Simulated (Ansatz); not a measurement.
Here is an Ansatz 0.2.0 calculation.

The input input.yaml:

```yaml
crystal:
  lattice:
    - [0.01964776, 1.964776, 1.964776]
    - [1.964776, 0.01964776, 1.964776]
    - [1.98442376, 1.98442376, 0.0]
  atoms:
    - { symbol: Zn, position: [0.0, 0.0, 0.0] }
hamiltonian:
  xc: pbe
  pseudopotentials: { kind: paw }
kpoints:
  mp_grid: { grid: [12, 12, 12] }
scf:
  occupations: { method: fermi_dirac, width: 0.05 }
output:
  forces: true
  stress: true
  eigenvalues: true
```

Potentials or basis: Ansatz PAW.

Run with:

```console
$ ansatz run input.yaml --threads 2 --pin off --max-ram 5632MiB --backend cpu --events-out ev --progress --plain --runs-dir out
```

Q: What does it give for the pressure?

A: -0.1 GPa.

Q: Estimate the band gap on the k mesh.

A: None (metal or under the smearing width).

Stress tensor (GPa, compression positive):
```
 0.00  0.89  0.00
 0.89  0.00  0.00
 0.00  0.00 -0.30
```
